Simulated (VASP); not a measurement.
Here is a VASP 6.6.1 calculation.

Contents of INCAR:

```
  PREC = Accurate
  ENCUT = 450
  EDIFF = 1E-7
  ISMEAR = 0
  SIGMA = 0.03
  LREAL = False
  LASPH = True
  NELM = 80
  ALGO = Normal
  ISIF = 2
  LWAVE = False
  LCHARG = False
  GGA = PE
```

KPOINTS

```
regular mesh
0
Gamma
  8 8 4
```

POSCAR

```
I                                       
1.0
    4.5283936667     -2.3109935980     -0.0000000000
    4.5283936667      2.3109935980      0.0000000000
    0.0000000000     -0.0000000000      9.8145291548
  I             
     4
Direct
     0.8403670351008719    0.1596329648991283    0.8781811678183887
     0.3403670351008718    0.6596329648991281    0.6218188321816113
     0.1596329648991283    0.8403670351008719    0.1218188321816112
     0.6596329648991281    0.3403670351008718    0.3781811678183888
```

Potentials or basis: VASP PAW PBE potentials, release 64 (I).

The run is started by

```sh
$ cat potpaw_PBE.64/I/POTCAR > POTCAR
$ mpirun -np 1 vasp_std > vasp.out
```

Problem. Estimate the pressure.

Solution. 0.0 GPa.

Problem. Predict the band gap on the k mesh.

Solution. 1.04 eV, indirect (least direct gap 1.10 eV).

Problem. Estimate the largest force.

Solution. 0.005 eV/Å.

Forces on the atoms (eV/Å):
```
I    0.000 -0.003 -0.004
I    0.000 -0.003  0.004
I    0.000  0.003  0.004
I    0.000  0.003 -0.004
```

Caveat: spin-orbit coupling is left out, which moves the levels of the heavy elements. A k mesh can miss the band edges.
